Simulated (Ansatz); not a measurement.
# La2O3

Method: PBE, scalar-relativistic; no spin polarisation; PAW, 420 eV, 6×6×8 k-mesh, Gaussian smearing of 0.05 eV; code Ansatz; PAW files: Ansatz's generated set soft_2.

```
CELL_PARAMETERS angstrom
6.37111 0.00000 0.00000
-3.18556 5.51754 0.00000
0.00000 0.00000 3.28699
ATOMIC_POSITIONS crystal
La 0.33333 0.66667 0.49998
La 0.66667 0.33333 0.50002
O 0.50003 0.50003 0.00000
O 0.49997 0.00000 0.00000
O 0.00000 0.49997 0.00000
```

The chain of runs began from a cell as deposited in COD, expanded in volume.

Cell and atoms are those of this level's equilibrium.

The cell has space group P6/mmm (read at 0.01 Å). In it the stress is 0.03, 0.03, -0.01, 0.00, 0.00, 0.00 GPa and the largest force component 0.000 eV/Å. Each change below starts from this cell, without further relaxation. Stress is in GPa, positive in compression, in the order xx, yy, zz, yz, xz, xy; energies are counted from the cell above.

**Question.** One atom was moved along a Cartesian axis, and these forces appeared. Which atom, and about how far?
```tsv
atom	Fx (eV/Å)	Fy	Fz
La1	0.031	0.018	0.064
La2	-0.031	-0.018	0.064
O3	0.000	0.000	0.026
O4	0.000	0.000	0.026
O5	0.000	0.000	-0.180
```

**Answer.** Atom 5 (O) is moved by 0.08 Å along z; the energy changes by 7.1 meV per cell.

**Question.** One atom was moved along a Cartesian axis, and these forces appeared. Which atom, and about how far?
```tsv
atom	Fx (eV/Å)	Fy	Fz
La1	0.000	-0.245	0.000
La2	0.000	0.154	0.000
O3	0.006	0.032	0.000
O4	0.000	0.026	0.000
O5	-0.006	0.032	0.000
```

**Answer.** Atom 1 (La) is moved by 0.02 Å along y; the energy changes by 2.4 meV per cell.

**Question.** A single strain component, atoms carried along, gave the stress 2.80, 1.02, 1.05, 0.00, 0.00, 0.00. Which component, and about how large?

**Answer.** An engineering strain of -2 % in xx; the energy changes by 20.2 meV per cell.

**Question.** A single strain component, atoms carried along, gave the stress 0.04, 0.03, 0.00, 0.00, 0.16, 0.00. Which component, and about how large?

**Answer.** An engineering strain of -1 % in xz; the energy changes by 0.6 meV per cell.

**Question.** All atoms and the cell are disturbed at random:
```xyz
5
Lattice="6.3374 -0.0350 0.0171 -3.1990 5.5758 -0.1065 0.0088 -0.0584 3.3286" Properties=species:S:1:pos:R:3 pbc="T T T"
La    0.0620    3.4611    1.5321
La    3.0247    1.8110    1.6385
O     1.4732    2.7828    0.0461
O     3.2889    0.0152   -0.0886
O    -1.5632    2.9532    0.0216
```
Give the energy change, the stress and the forces.

**Answer.** 865.0 meV per cell; stress 5.98, -4.27, 1.41, 0.79, -1.05, -3.15 GPa. The gap on the mesh goes from 1.62 eV to 1.77 eV.
| atom | Fx (eV/Å) | Fy | Fz |
| --- | --- | --- | --- |
| La1 | -2.448 | 3.053 | 1.233 |
| La2 | 2.342 | -1.555 | 0.054 |
| O3 | 1.595 | -1.294 | -1.071 |
| O4 | -0.460 | 0.849 | 0.031 |
| O5 | -1.029 | -1.053 | -0.248 |

**Question.** All atoms and the cell are disturbed at random:
```
CELL_PARAMETERS angstrom
6.44534 -0.07658 0.06240
-3.28899 5.62371 -0.01777
0.03219 0.00800 3.23833
ATOMIC_POSITIONS crystal
La 0.32823 0.67432 0.48104
La 0.67844 0.34335 0.53028
O 0.50038 0.50632 0.00594
O 0.49594 0.97540 0.97786
O 0.99701 0.50060 0.00487
```
Give the energy change, the stress and the forces.

**Answer.** 251.4 meV per cell; stress -0.69, -0.27, 4.66, 0.31, 0.07, 2.93 GPa. The gap on the mesh goes from 1.62 eV to 1.69 eV.
```tsv
atom	Fx (eV/Å)	Fy	Fz
La1	1.378	-0.394	0.085
La2	-1.221	-0.302	-0.030
O3	0.610	-0.437	-0.071
O4	-0.244	1.325	0.030
O5	-0.523	-0.192	-0.013
```

Kohn–Sham gaps of semilocal functionals lie under measured ones, often by a third or more. These numbers lack spin–orbit coupling. The program warned that the potential is rough where the density is thin (voids or gaps), so long spacings are poorly fixed.
